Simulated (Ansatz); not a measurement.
Crystal: FePt (Tetraferroplatinum).

```xyz
2
Lattice="2.7235 0.0000 0.0000 0.0000 2.7235 0.0000 0.0000 0.0000 3.7200" Properties=species:S:1:pos:R:3 pbc="T T T"
Pt    1.3618    1.3618    1.8600
Fe    0.0000    0.0000    0.0000
```

| Property | Result |
| --- | --- |
| Program | Ansatz 0.2.0 |
| Task | relaxation of cell and atoms |
| Functional | SVWN5 |
| Potentials or basis | Ansatz PAW |
| Cutoff | 420 eV (not typed: the program's choice for these potentials) |
| k mesh | 10 × 10 × 7 |
| Occupations | fermi-dirac, width 0.05 eV |
| Spin | collinear spin, ferromagnetic start |
| Starting moments | [0.0, 3.0] μB |

At the start: volume 13.80 Å³/atom.

Q: How do energy, volume and symmetry change on relaxing?

A: It ends after 7 steps and the volume is 13.04 Å³/atom (-5.5 %); space group P4/mmm (No. 123, to 0.05 Å); moment 3.16 μB per cell.

The path:
```
step  energy change (eV)  largest force (eV/Å)  volume (Å³)
   1              0.0000                0.0000        27.59
   2             -0.0415                0.0000        25.23
   3             -0.0648                0.0000        26.16
   4             -0.0650                0.0000        26.09
   5             -0.0643                0.0000        26.09
   6             -0.0643                0.0000        26.08
   7             -0.0643                0.0000        26.08
```

Final structure:
```yaml
crystal:
  lattice:
    - [2.66846, 0.00000, 0.00000]
    - [0.00000, 2.66846, 0.00000]
    - [0.00000, 0.00000, 3.66271]
  atoms:
    - { symbol: Pt, position: [0.50000, 0.50000, 0.50000] }
    - { symbol: Fe, position: [0.00000, 0.00000, 0.00000] }
```

Caveat: the plane-wave basis is chosen anew once the cell has moved, so the energies of steps on either side of that aren't comparable; the PAW data sets come from PBE, with cores solved anew for the run's functional, which leaves a small shift of forces and pressure.
